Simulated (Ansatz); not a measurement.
The system is MgO.

```
CELL_PARAMETERS angstrom
0.00000 2.09700 2.09700
2.09700 0.00000 2.09700
2.09700 2.09700 0.00000
ATOMIC_POSITIONS crystal
Mg 0.00000 0.00000 0.00000
O 0.50000 0.50000 0.50000
```

The cell is a database's computed one.

Base run:

| Quantity | Value |
| --- | --- |
| Program | Ansatz 0.2.0 |
| Functional | revPBE |
| Potentials or basis | all-electron LAPW, scalar-relativistic |
| Cutoff | 316 eV (chosen from the basis error) |
| Basis error allowed | 0.001 eV/atom |
| k mesh | 11 × 11 × 11 |
| Occupations | fermi-dirac, width 0.05 eV |
| Spin | no spin polarisation |

Its results: band gap on the k mesh 4.95 eV, direct; pressure 10.8 GPa.

**Question.** The run is repeated on the same cell with these changes: functional from revPBE to PBE; occupations from fermi-dirac, width 0.05 eV to gaussian, width 0.018 eV. What comes out?

**Answer.** Band gap on the k mesh 4.86 eV, direct; pressure 7.0 GPa.
